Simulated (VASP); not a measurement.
## A vacancy on the Zn site in a supercell of ZnCu

How easily does a vacancy on the Zn site form in ZnCu? The host is relaxed first, then a supercell is run with and without the defect. The start is a cell from a database of measured crystal structures.

Calculated with VASP 6.6.1; PBEsol; plane waves and PAW (Zn, Cu), in the first sound run; inputs show where later runs differ.

### Step 1. The host crystal

It takes space group Pm-3m (No. 221, cubic). Conventional cell: a = 2.945 Å, b = 2.945 Å, c = 2.945 Å, α = 90.00°, β = 90.00°, γ = 90.00°. Nearest to Zn lie 8 Cu at 2.55 Å. Nearest to Cu lie 8 Zn at 2.55 Å. Farther neighbours are not listed.

### Step 2. The host at zero pressure

The later steps need the crystal at this functional's own lattice; a raised cutoff keeps the stress reliable while the cell changes.

Input file INCAR:

```
SYSTEM = ZnCu
PREC = Accurate
ENCUT = 390
EDIFF = 1E-06
NELM = 120
ISMEAR = 1
SIGMA = 0.15
LREAL = .FALSE.
ALGO = Normal
GGA = PS
NBANDS = 17
LASPH = .TRUE.
LORBIT = 11
LWAVE = .FALSE.
LCHARG = .FALSE.
KPAR = 4
IBRION = 2
NSW = 40
ISIF = 3
EDIFFG = -0.02
POTIM = 0.4
```

Input file POSCAR:

```
ZnCu
1.0
    2.9450000000      0.0000000000      0.0000000000
    0.0000000000      2.9450000000      0.0000000000
    0.0000000000      0.0000000000      2.9450000000
Zn Cu
1 1
Direct
    0.5000000000      0.5000000000      0.5000000000
    0.0000000000      0.0000000000      0.0000000000
```

Input file KPOINTS:

```
Automatic mesh
0
Gamma
11 11 11
0 0 0
```

Potentials, in the order of the species: Zn and Cu (PBE family, release 64).

Command:

```
$ mpirun -np 4 vasp_std
```

What it wrote:

```text
[banner, memory and clock lines left out]
running    4 mpi-ranks, on    1 nodes
 distrk:  each k-point on    1 cores,    4 groups
 distr:  one band on    1 cores,    1 groups

 POSCAR found type information on POSCAR ZnCu
 POSCAR found :  2 types and       2 ions
|                                                                             |
|               ----> ADVICE to this user running VASP <----                  |
|                                                                             |
|     You enforced a specific xc type in the INCAR file but a different       |
|     [... a line on the potential file left out ...]
|     I HOPE YOU KNOW WHAT YOU ARE DOING!                                     |
|                                                                             |

 LDA part: xc-table for (Slater+PW92), standard interpolation
 POSCAR, INCAR and KPOINTS ok, starting setup
 FFT: planning ... GRIDC
 FFT: planning ... GRID_SOFT
 FFT: planning ... GRID
 WAVECAR not read
 entering main loop
       N       E                     dE             d eps       ncg     rms          rms(c)
DAV:   1     0.975165559081E+02    0.97517E+02   -0.96090E+03  2048   0.184E+03
DAV:   2    -0.439864828445E+01   -0.10192E+03   -0.98340E+02  1905   0.274E+02
DAV:   3    -0.738036823671E+01   -0.29817E+01   -0.29695E+01  2222   0.627E+01
DAV:   4    -0.740101650361E+01   -0.20648E-01   -0.20644E-01  2243   0.468E+00
DAV:   5    -0.740132881039E+01   -0.31231E-03   -0.31230E-03  2306   0.592E-01    0.103E+01
DAV:   6    -0.723820343272E+01    0.16313E+00   -0.18715E+01  1988   0.105E+02    0.667E+00
DAV:   7    -0.609867985620E+01    0.11395E+01   -0.39717E+00  2023   0.110E+02    0.220E+00
DAV:   8    -0.609888218557E+01   -0.20233E-03   -0.19097E-01  2551   0.602E+00    0.124E+00
DAV:   9    -0.608906733746E+01    0.98148E-02   -0.12976E-02  2244   0.252E+00    0.713E-02
DAV:  10    -0.608903597049E+01    0.31367E-04   -0.75393E-04  2950   0.578E-01    0.497E-02
DAV:  11    -0.608902665661E+01    0.93139E-05   -0.92922E-05  2297   0.290E-01    0.110E-02
DAV:  12    -0.608902607793E+01    0.57869E-06   -0.67652E-06  2252   0.558E-02
   1 F= -.60890261E+01 E0= -.60888911E+01  d E =-.608903E+01
 curvature:   0.00 expect dE= 0.000E+00 dE for cont linesearch  0.000E+00
 trial: gam= 0.00000 g(F)=  0.000E+00 g(S)=  0.368E-01 ort = 0.000E+00 (trialstep = 0.100E+01)
 search vector abs. value=  0.368E-01
 bond charge predicted
       N       E                     dE             d eps       ncg     rms          rms(c)
DAV:   1    -0.705021401200E+01   -0.96119E+00   -0.10519E+01  1948   0.712E+01    0.783E+00
DAV:   2    -0.652286214276E+01    0.52735E+00   -0.73969E+00  1968   0.687E+01    0.383E+00
DAV:   3    -0.614548013646E+01    0.37738E+00   -0.17049E+00  1957   0.493E+01    0.168E+00
DAV:   4    -0.611575598170E+01    0.29724E-01   -0.82198E-02  2793   0.673E+00    0.752E-01
DAV:   5    -0.610449423140E+01    0.11262E-01   -0.44001E-03  3089   0.134E+00    0.641E-02
DAV:   6    -0.610451625071E+01   -0.22019E-04   -0.48709E-04  2709   0.379E-01    0.382E-02
DAV:   7    -0.610451106875E+01    0.51820E-05   -0.44520E-05  2801   0.202E-01    0.619E-03
DAV:   8    -0.610451119395E+01   -0.12520E-06   -0.18249E-06  1291   0.462E-02
   2 F= -.61045112E+01 E0= -.61044816E+01  d E =-.154851E-01
 trial-energy change:   -0.015485  1 .order   -0.014780   -0.036805    0.007245
 step:   0.8479(harm=  0.8355)  dis= 0.00000  next Energy=    -6.105060 (dE=-0.160E-01)
 bond charge predicted
       N       E                     dE             d eps       ncg     rms          rms(c)
DAV:   1    -0.612603491689E+01   -0.21524E-01   -0.25036E-01  1950   0.115E+01    0.112E+00
DAV:   2    -0.611243024427E+01    0.13605E-01   -0.13817E-01  1966   0.929E+00    0.517E-01
DAV:   3    -0.610631678513E+01    0.61135E-02   -0.35852E-02  1952   0.561E+00    0.303E-01
DAV:   4    -0.610531821063E+01    0.99857E-03   -0.19463E-03  2670   0.128E+00    0.118E-01
DAV:   5    -0.610503864106E+01    0.27957E-03   -0.18213E-04  3008   0.222E-01    0.775E-03
DAV:   6    -0.610503930072E+01   -0.65966E-06   -0.10682E-05  2617   0.584E-02    0.358E-03
DAV:   7    -0.610504028223E+01   -0.98151E-06   -0.16091E-07  1024   0.122E-02
   3 F= -.61050403E+01 E0= -.61049997E+01  d E =-.160142E-01
 curvature:  -0.42 expect dE=-0.277E-06 dE for cont linesearch -0.277E-06
 trial: gam=-0.00424 g(F)=  0.388E-65 g(S)=  0.667E-06 ort = 0.157E-03 (trialstep = 0.970E+00)
 search vector abs. value=  0.112E-09
 reached required accuracy - stopping structural energy minimisation
```

The job ended after 15 s (4 MPI ranks of Intel Xeon Platinum 8259CL at 2.50GHz (Skylake/Cascade Lake), shared host; peak memory 0.55 GiB).

Lines that name or quote the potential files are left out of all logs, and their timing lines are given in words.

OUTCAR, selected parts (step 2):

```text
ion  position               nearest neighbor table
   1  0.500  0.500  0.500-   2 2.55   2 2.55   2 2.55   2 2.55   2 2.55   2 2.55   2 2.55   2 2.55

  LATTYP: Found a simple cubic cell.
 ALAT       =     2.9450000000

 Subroutine GETGRP returns: Found 48 space group operations
 (whereof 48 operations were pure point group operations)

The static configuration has the point symmetry O_h .

 Found     56 irreducible k-points:

   k-points           NKPTS =     56   k-points in BZ     NKDIM =     56   number of bands    NBANDS=     17

   dimension x,y,z NGX =    20 NGY =   20 NGZ =   20
   dimension x,y,z NGXF=    40 NGYF=   40 NGZF=   40

   ENCUT  =  390.0 eV  28.66 Ry    5.35 a.u.   4.74  4.74  4.74*2*pi/ulx,y,z

   NELECT =      23.0000    total number of electrons

 k-points in reciprocal lattice and weights: Automatic mesh
   0.00000000  0.00000000  0.00000000       0.001
   0.09090909  0.00000000  0.00000000       0.005
   0.18181818  0.00000000  0.00000000       0.005
   0.27272727  0.00000000  0.00000000       0.005
   0.36363636  0.00000000  0.00000000       0.005
   0.45454545  0.00000000  0.00000000       0.005
   0.09090909  0.09090909  0.00000000       0.009
   0.18181818  0.09090909  0.00000000       0.018
   0.27272727  0.09090909  0.00000000       0.018
[...]
0.45454545  0.45454545  0.36363636       0.018
   0.45454545  0.45454545  0.45454545       0.006

 average (electrostatic) potential at core
       1 -33.7508       2 -65.7623

 E-fermi :   5.6547

 k-point     1 :       0.0000    0.0000    0.0000
  band No.  band energies     occupation
    ...
      7       2.0605      2.00000
      8       2.0605      2.00000
      9       2.9452      2.00000
     10       2.9452      2.00000
     11       2.9452      2.00000
     12      12.0769      0.00000
     13      12.0769      0.00000
     14      12.0769      0.00000
     15      17.2590      0.00000
     16      17.2590      0.00000
    ...

 k-point     2 :       0.0909    0.0000    0.0000
  band No.  band energies     occupation
    ...
      7       2.0495      2.00000
      8       2.0746      2.00000
      9       2.8912      2.00000
     10       2.8912      2.00000
     11       2.9386      2.00000
     12      10.7440      0.00000
     13      12.3140      0.00000
     14      12.3140      0.00000
     15      17.3386      0.00000
     16      17.9294      0.00000
    ...

 k-point     3 :       0.1818    0.0000    0.0000
  band No.  band energies     occupation
    ...
      7       2.0194      2.00000
      8       2.0973      2.00000
      9       2.7529      2.00000
     10       2.7529      2.00000
     11       2.9205      2.00000
     12       8.4251     -0.00000
     13      12.9988      0.00000
     14      12.9988      0.00000
     15      17.5809      0.00000
     16      18.3144      0.00000
    ...

  Total       -0.0033932     -0.0033932     -0.0033932     -0.0000000     -0.0000000     -0.0000000
  in kB       -0.2213974     -0.2213974     -0.2213974     -0.0000000     -0.0000000     -0.0000000
  external PRESSURE =      -0.2213974 kB  Pullay stress =       0.0000000 kB

  energy-cutoff  :      390.00
  volume of cell :       24.56
      direct lattice vectors                 reciprocal lattice vectors
     2.906578754  0.000000000  0.000000000     0.344047103  0.000000000  0.000000000
    -0.000000000  2.906578754  0.000000000    -0.000000000  0.344047103  0.000000000
    -0.000000000 -0.000000000  2.906578754    -0.000000000 -0.000000000  0.344047103

 POSITION                                       TOTAL-FORCE (eV/Angst)
 -----------------------------------------------------------------------------------
      1.45329      1.45329      1.45329        -0.000000      0.000000      0.000000
      0.00000      0.00000      0.00000         0.000000     -0.000000      0.000000
 -----------------------------------------------------------------------------------
    total drift:                               -0.000000      0.000000     -0.000000

  FREE ENERGIE OF THE ION-ELECTRON SYSTEM (eV)
  ---------------------------------------------------
  free  energy   TOTEN  =        -6.1050402822 eV

  energy  without entropy=       -6.1049185631  energy(sigma->0) =       -6.10499971

 reached required accuracy - stopping structural energy minimisation

 total charge
# of ion       s       p       d       tot
------------------------------------------
    1        0.592   0.561   9.738  10.891
    2        0.440   0.414   9.177  10.030
--------------------------------------------------
tot          1.031   0.975  18.915  20.921

[... 3 further parts left out ...]
```

This run has no spin polarisation. Its electron count is odd, so without a moment it is a metal by construction. The PAW data sets were made with PBE, which is usual practice but a small mismatch for other functionals. The run keeps the 48 symmetry operations of its start, so it cannot find a distortion of lower symmetry.

Step by step:

```
step  energy less that of the first step (eV)  largest force (eV/Å)  pressure (GPa)  volume (Å³)
   1                                   0.0000                0.0000           -5.00        25.54
   2                                  -0.0155                0.0000            1.03        24.38
   3                                  -0.0160                0.0000           -0.02        24.56
```

```
conventional cell, symmetrised  before  after  change
                         a (Å)   2.945  2.907  -1.3 %
                         b (Å)   2.945  2.907  -1.3 %
                         c (Å)   2.945  2.907  -1.3 %
              volume (Å³/atom)   12.77  12.28  -3.9 %
```

Final coordinates:

```xyz
2
Lattice="2.9066 0.0000 0.0000 0.0000 2.9066 0.0000 0.0000 0.0000 2.9066" Properties=species:S:1:pos:R:3 pbc="T T T"
Zn    1.4533    1.4533    1.4533
Cu    0.0000    0.0000    0.0000
```

This step gave:

| Item | Value |
| --- | --- |
| electronic cycles | 27 |
| electrons | 23 |
| free energy (TOTEN) | -6.105 eV |
| Fermi energy | 5.655 eV |
| labelled metallic, from the levels on this mesh | yes |

The run ended after 3 ionic steps, 0.016 eV below its first step, once forces and stress met EDIFFG = -0.02.

(Continued in part 2 of 5.)

[Lines on the potential files, build, host, timing and source positions are cut from VASP's logs without a mark.]

[Logs are printed without paths, hosts, clocks, repeated set-up lines and the standing remarks that a program may print on its own settings, such as how far it seeks lower states.]

[Hosts, paths, dates, database ids (printed as entryN), source tags and the programs' standing remarks are cut or masked in the printed files.]

[In band tables of VASP the shares of atoms and orbitals are scaled to a sum of 1 inside the atoms' spheres.]

[Runs that stopped without an error message from VASP are left out.]
